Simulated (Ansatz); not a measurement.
# As (R-3m) in Ansatz: reference runs

How does As come out in PBE? The cell is run as given and disturbed.

All numbers are computed with Ansatz 0.2.0; they aren't measurements. Logs are shortened: lines on timing, memory, paths and dates and some standing lists are left out, and cuts for length are marked.

## (1) Starting point

The structure is trigonal, space group R-3m (No. 166). Conventional cell: a = 3.762 Å, b = 3.762 Å, c = 10.542 Å, α = 90.00°, β = 90.00°, γ = 120.00°. As (site symmetry 3m) has 3 As at 2.51 Å as nearest neighbours.

## (2) Single point, PBE

input.yaml

```yaml
crystal:
  lattice:
    - [1.8807968987, 1.0858785957, 3.5140619945]
    - [-1.8807968987, 1.0858785957, 3.5140619945]
    - [0.0, -2.1717571915, 3.5140619945]
  atoms:
    - { symbol: As, position: [0.226, 0.226, 0.226] }
    - { symbol: As, position: [0.774, 0.774, 0.774] }
hamiltonian:
  xc: pbe
  pseudopotentials: { kind: paw }
kpoints:
  mp_grid: { grid: [9, 9, 9] }
scf:
  occupations: { method: fermi_dirac, width: 0.05 }
output:
  forces: true
  stress: true
  eigenvalues: true
```

Potentials or basis: Ansatz PAW.

The run is started by

```
> ansatz run input.yaml --threads 1 --pin off --max-ram 2560MiB --backend cpu --events-out ev --progress --plain --runs-dir out
```

Output:

```text
Warning: RAYON_NUM_THREADS=1 ignored (pool sized by the plan → 1); use --threads N
Engine: ansatz 0.2.0, aarch64-unknown-linux-gnu
Pseudopotentials: kind: paw
Pseudopotential: As, paw, valence charge 15, recommended cutoff 420 eV (normal), As.paw.azcp
Functional definition: PBE
  parameter kappa = 0.804
  parameter beta = 0.06672455060314922
  exchange = pbe_x(kappa = kappa, mu = beta*pi^2/3)
  correlation = pbe_c(beta = beta)
Crystal: 2 atoms, lattice volume = 43.061 Å³
Basis set: ecut = 420 eV, 845 PW (Γ), exchange–correlation on 60×60×60 points (8 copies of the dense FFT grid, shifted against one another)
Bands: 19, of which v1, the nominal top of the filled ones, is band 15 counted from 1 (14 counted from 0)
Symmetry: 12 space group operations
Space group: R-3m (ITA 166), of the structure as read, at distance tolerance 3.5e-5 Å
k-points: 85 of 729
Non-local potential: As, projectors of the file, l = 0: 2, l = 1: 2, l = 2: 3, l = 3: 1
PAW form: soft (Blöchl's): semilocal exchange-correlation on the pseudo side does not see the compensation charge
PAW one-centre angular grid: As, 590 points (default); XC on 64 Gauss nodes
Initial density: superposition of atomic densities (neutral atoms: chi_scale 0, normalization atom), corrected by the library's trained network
Initial wavefunctions: pseudopotential atomic-orbital guess
Functional: x = pbe(κ = 0.804, μ = 0.2195149727645171), c = pbe(β = 0.06672455060314922)
SCF iter   1: F=—  HF=-9712.256982 eV  |F-HF|=—  |Δ(HF+E_count)|=         —  Δρ=1.41e-3  dr2=7.16e-4  ethr=1.77e-3  ⟨swp⟩=5.8  Hψ=7701  notcnv=0
preconditioner: auto → Kerker (q_TF=auto, 2.569 Å⁻¹)  [metal: Δε(μ)=0.088 eV  Ē_g=10.264 eV  σ=0.050 eV  W_gap=0.40  n_scr=14 (ndim 8)  ℏωp=17.9 eV  f_vac=0.007  D(μ)=0.18/eV (n_scr^D=0)]
SCF iter   2: F=—  HF=-9712.256880 eV  |F-HF|=—  |Δ(HF+E_count)|=   1.02e-4  Δρ=8.76e-4  dr2=2.67e-4  ethr=2.39e-6  ⟨swp⟩=2.0  Hψ=3386  notcnv=0
SCF iter   3: F=—  HF=-9712.257005 eV  |F-HF|=—  |Δ(HF+E_count)|=   1.25e-4  Δρ=3.15e-4  dr2=4.90e-5  ethr=8.90e-7  ⟨swp⟩=2.0  Hψ=2891  notcnv=0
SCF iter   4: F=—  HF=-9712.257010 eV  |F-HF|=—  |Δ(HF+E_count)|=   4.95e-6  Δρ=1.20e-4  dr2=7.26e-6  ethr=1.63e-7  ⟨swp⟩=3.0  Hψ=2903  notcnv=0
SCF iter   5: F=—  HF=-9712.257010 eV  |F-HF|=—  |Δ(HF+E_count)|=   8.63e-7  Δρ=4.24e-5  dr2=1.06e-6  ethr=2.42e-8  ⟨swp⟩=2.0  Hψ=2891  notcnv=0
SCF iter   6: F=—  HF=-9712.257009 eV  |F-HF|=—  |Δ(HF+E_count)|=   9.58e-7  Δρ=1.85e-5  dr2=1.82e-7  ethr=3.52e-9  ⟨swp⟩=2.0  Hψ=2891  notcnv=0
SCF iter   7: F=-9712.257009 eV  HF=-9712.257009 eV  |F-HF|=1.82e-8  |Δ(HF+E_count)|=   1.15e-8  Δρ=5.25e-6  dr2=1.40e-8  ethr=3.33e-10  ⟨swp⟩=4.8  Hψ=6574  notcnv=0
SCF 1 converged in 7 iterations: F = -9712.257009 eV  dr2 = 1.40e-8
SCF converged after 7 iterations
Free energy (F): -9712.257009 eV
Harris-Foulkes:  -9712.257009 eV  (|F-HF|=1.82e-8)
Internal energy: -9712.255547 eV  (E = F + TS)
E sigma→0 (E₀):  -9712.256278 eV
Entropy (-TS):   -0.001462 eV (-0.731 meV/atom)
Fermi energy:    10.769661 eV
--- Per-component energies (eV) ---
  E_band       = -466.983883
  E_kinetic    = 205.469041
  E_local      = -3345.731404  (includes V_loc(G=0)·N_el)
  E_nonlocal   = -1341.413684
  E_hartree    = 1853.708080
  E_xc         = -158.766691
  E_vxc        = -158.830463  (∫ρ·V_xc dr)
  E_paw        = -3669.113471  (= ΣΔE_a)
  E_vpaw       = 466.102249  (= ΣTr[D̂ρ^β])
  E_aug_tail   = 0.000016  (compensation charges beyond the density's cutoff)
  E_ewald      = -3256.407433
  E_smearing   = -0.001462  (= −TS)
  E_closure    = 0.000000  (closes the sum)
  Σ components = -9712.257009   (vs F -9712.257009, Δ=0.00e0)
--- Forces (eV/Å), atoms counted from 1 ---
  atom   1  As     0.00000000    -0.00000000     0.42858896
  atom   2  As    -0.00000000     0.00000000    -0.42858896
  max |Σ_I F_I| component: 3.18e-18 eV/Å
--- Stress (GPa, compression-positive) ---
        3.916021      -0.000000      -0.000000
       -0.000000       3.916021       0.000000
       -0.000000       0.000000       3.300719
  P = ⅓ Tr σ = 3.7109 GPa (37.109 kbar)
--- Band table (eV; the first three rows and the last of 85) ---
  k-point 0: bands = ["-25.5578", "-25.5578", "-25.5125", "-25.5125", "-25.4775", "-25.4413", "-25.4413", "-25.4285", "-25.3956", "-25.3956", "-4.3143", "4.9457", "8.2745", "8.7145", "8.7145", "12.3603", "13.6571", "13.6571", "17.6748"]
  k-point 1: bands = ["-25.5566", "-25.5542", "-25.5112", "-25.5097", "-25.4767", "-25.4431", "-25.4416", "-25.4309", "-25.3986", "-25.3973", "-4.1488", "4.3763", "8.2739", "8.5885", "8.6985", "12.6367", "13.3655", "13.5431", "16.7333"]
  k-point 2: bands = ["-25.5534", "-25.5442", "-25.5075", "-25.5021", "-25.4743", "-25.4483", "-25.4432", "-25.4376", "-25.4061", "-25.4017", "-3.6573", "3.0281", "8.0079", "8.3108", "9.1280", "12.1552", "12.9403", "13.0999", "16.6768"]
  k-point 84: bands = ["-25.5467", "-25.5442", "-25.5071", "-25.5057", "-25.4732", "-25.4448", "-25.4432", "-25.4335", "-25.4107", "-25.4091", "-2.9145", "0.8796", "7.3281", "8.5683", "10.3947", "11.8145", "12.0717", "13.8568", "18.4304"]
```

Wall time 3.3 s (1 thread of Arm Neoverse V2, shared host); peak memory 0.33 GiB.

Results:

- Free energy: -9712.2570 eV
- Pressure: 3.7 GPa
- Largest force: 0.429 eV/Å
- Band gap on the k mesh: none (metal or under the smearing width)

Forces in eV/Å, atoms in the order of the input:
```
As   0.000  0.000  0.429
As   0.000  0.000 -0.429
```

Stress tensor (GPa, compression positive):
```
3.92 0.00 0.00
0.00 3.92 0.00
0.00 0.00 3.30
```

## (3) Single point, PBE (atoms moved at random, drawn with an rms of 0.05 Å)

Changes to input.yaml since step 2:

```diff
@@ -6,4 +6,4 @@
   atoms:
-    - { symbol: As, position: [0.226, 0.226, 0.226] }
-    - { symbol: As, position: [0.774, 0.774, 0.774] }
+    - { symbol: As, position: [0.21182, 0.224744, 0.232824] }
+    - { symbol: As, position: [0.775524, 0.775501, 0.768129] }
 hamiltonian:
@@ -19 +19,5 @@
   eigenvalues: true
+  write_density: true
+  write_potential: true
+  elf: true
+  volumetric_format: npy
```

Potentials or basis: Ansatz PAW.

The run is started by

```
> ansatz run input.yaml --threads 1 --pin off --max-ram 2560MiB --backend cpu --events-out ev --progress --plain --runs-dir out
```

Run time: 19 s. Hardware: 1 thread of Arm Neoverse V2, shared host; peak memory 0.48 GiB.

Results (log left out):

```yaml
Free_energy: -9712.2379 eV
Pressure: 4.3 GPa
Largest_force: 0.718 eV/Å
Band_gap_on_the_k_mesh: none (metal or under the smearing width)
```

Forces in eV/Å, atoms in the order of the input:
```
As   0.130  0.291  0.643
As  -0.130 -0.291 -0.643
```

Stress tensor (GPa, compression positive):
```
 3.89 -0.23  0.62
-0.23  5.06  1.34
 0.62  1.34  3.99
```

Levels at points of the mesh, in eV from the Fermi level:
| k point | band 13 | band 14 | band 15 | band 16 | band 17 | band 18 |
| --- | --- | --- | --- | --- | --- | --- |
| (0.00, 0.00, 0.00) | -2.44 | -2.22 | -1.93 | 1.49 | 2.65 | 3.10 |
